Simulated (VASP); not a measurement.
Input of a VASP 6.6.1 run:

Contents of INCAR:

```
ALGO     = Fast           # electronic algorithm
EDIFF    = 1E-6           # SCF threshold, eV
EDIFFG   = -0.005         # ionic threshold
ENCUT    = 600            # plane-wave cutoff, eV
GGA      = PS             # functional
IBRION   = 2              # ionic algorithm
ISIF     = 3              # what is computed and relaxed
ISMEAR   = 0              # smearing method
LASPH    = True           # aspherical terms in the spheres
LCHARG   = False          # write CHGCAR
LREAL    = False          # projectors in reciprocal space
LWAVE    = False          # write WAVECAR
NELM     = 100            # most SCF steps
NSW      = 100            # ionic steps
PREC     = Accurate       # precision mode
SIGMA    = 0.02           # smearing width, eV
```

KPOINTS

```
k-points
0
Gamma
  12 12 12
```

The input POSCAR:

```
Si
1.0
    0.0000000000      2.7169170501      2.7169170501
    2.7169170501      0.0000000000      2.7169170501
    2.7169170501      2.7169170501      0.0000000000
Si
2
Direct
    0.2500000000      0.2500000000      0.2500000000
    0.0000000000      0.0000000000      0.0000000000
```

Potentials or basis: VASP PAW PBE potentials, release 64 (Si).

Run with:

```sh
$ cat potpaw_PBE.64/Si/POTCAR > POTCAR
$ mpirun -np 1 vasp_std > vasp.out
```

Question: Predict the relaxed volume.

Answer: 20.08 Å³/atom.

Question: What does it give for the space group after relaxing (to 0.05 Å)?

Answer: Fd-3m (No. 227).

Final structure:
```
Si
1.0
     0.00000    2.71782    2.71782
     2.71782    0.00000    2.71782
     2.71782    2.71782    0.00000
Si
2
Direct
  0.25000 0.25000 0.25000
  0.00000 0.00000 0.00000
```

Caveat: the PAW data sets were made with another functional, which shifts forces and pressure a little.
